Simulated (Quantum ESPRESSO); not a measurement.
Write an ASE script for Quantum ESPRESSO 7.5 that does the following.

- Task: single point
- Functional: PBEsol
- Dispersion: D3(BJ)
- Potentials or basis: GBRV 1.5 PBEsol
- Cutoff: 612 eV
- Density cutoff: 4898 eV
- k mesh: 7 × 7 × 9
- Occupations: cold, width 0.2 eV
- Spin: no spin polarisation
- Mixing beta: 0.5
- Most SCF iterations: 120
- SCF threshold: 6e-10 Ry

The structure of Al2Cu lies in Al2Cu.xyz:

```xyz
3
Lattice="4.1051820000 0.0000000000 0.0000000000 0.0000000000 4.1051820000 0.0000000000 0.0000000000 0.0000000000 2.8913130000" Properties=species:S:1:pos:R:3 pbc="T T T"
Al     2.1000205487      4.0622580939      0.9231283529
Al     0.3103972446      2.1412527503      1.6302018672
Cu     3.7473552067      4.0594441969      0.3379827799
```

The cell comes from a database or a generator and needn't be the stable form of this composition.

These files were run (other wordings do the same):

run.py

```python
import numpy as np
from ase.calculators.espresso import Espresso, EspressoProfile
from ase.io import read

atoms = read('Al2Cu.xyz')

input_data = {
    'control': {'calculation': 'scf', 'prefix': 'pwscf', 'outdir': './tmp', 'tprnfor': True, 'tstress': True, 'disk_io': 'nowf'},
    'system': {'ecutwfc': 45.0, 'ecutrho': 360.0, 'nbnd': 19, 'occupations': 'smearing', 'smearing': 'mv', 'degauss': 0.01469973, 'vdw_corr': 'grimme-d3', 'dftd3_version': 4},
    'electrons': {'conv_thr': 6e-10, 'electron_maxstep': 120, 'mixing_beta': 0.5},
}
pseudopotentials = {'Al': 'al_pbesol_v1.uspp.F.UPF', 'Cu': 'cu_pbesol_v1.2.uspp.F.UPF'}
profile = EspressoProfile(command='pw.x', pseudo_dir='pseudo')
dft = Espresso(profile=profile, input_data=input_data, pseudopotentials=pseudopotentials, kpts=(7, 7, 9), koffset=(0, 0, 0))
atoms.calc = dft

print(f'energy {atoms.get_potential_energy():.8f} eV')
print('forces (eV/A)')
print(np.round(atoms.get_forces(), 6))
print('stress (eV/A^3, Voigt)')
print(np.round(atoms.get_stress(), 8))
print(f'Fermi level {dft.get_fermi_level():.4f} eV')
```

Potentials or basis: GBRV 1.5 PBEsol.

The run is started by

```bash
$ OMP_NUM_THREADS=1 python run.py
```

It gave:

```yaml
Pressure: 17.0 GPa
Largest_force: 12.449 eV/Å
Band_gap_on_the_k_mesh: none (metal or under the smearing width)
```

Caveat: so large a pressure means that the cell lies far from this level's equilibrium, or that cutoff or potentials fall short; pairwise dispersion overbinds metals, which lowers pressure and volume; forces of over 1 eV/Å show positions far from the minimum, so gaps and moduli don't describe the material at rest.

Run time: 47 s on 1 thread of AMD EPYC 9R45 96-Core Processor (Zen 5), with other jobs on the host, peak memory 0.29 GiB.
